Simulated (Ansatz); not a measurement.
**Abstraction of Cl: CHBr2Cl + C4H9 → CHBr2 + C4H9Cl**

Species: CHBr2Cl (chlorodibromomethane) `ClC(Br)Br`, singlet; C4H9 (1-butyl radical) `[CH2]CCC`, doublet; CHBr2 `Br[CH]Br`, doublet; C4H9Cl (1-chlorobutane) `CCCCCl`, singlet. A radical takes Cl: the energy is the difference in strength between two C–Cl bonds in different surroundings.

Shapes, held fixed at every level: PBE0-D4/def2-TZVP. Flexible molecules stand in one conformer, not always the lowest. Programs: Ansatz 0.2.0. The zero-point and thermal change to 298 K, harmonic and unscaled (PBE0-D4/def2-TZVP), is +6.0 kJ/mol.

```
              level                    kind  ΔH(298 K) (kJ/mol)  less CCSD/def2-SVP
     MP2/def2-TZVPP     perturbation theory               -37.3               +12.9
        HF/def2-SVP            Hartree–Fock               -52.6                -2.4
      HF/def2-TZVPP            Hartree–Fock               -47.7                +2.5
   SPW92/def2-TZVPP                     LDA               -52.5                -2.3
  PBE-D4/def2-TZVPP                     GGA               -45.6                +4.6
B3LYP-D4/def2-TZVPP           global hybrid               -45.4                +4.8
 wB97M-V/def2-TZVPP  range-separated hybrid               -44.4                +5.8
      CCSD/def2-SVP   coupled cluster or CI               -50.2                 0.0
```

The highest level, CCSD/def2-SVP, gives ΔH(298 K) = -50.2 kJ/mol; the levels span -52.6 to -37.3. The column of differences is taken from that level and isn't an error. No measured value is set beside it here. Open shells run unrestricted. Relativity is left out for Br. Outer-core shells of Br are correlated, in sets that cover them unevenly.
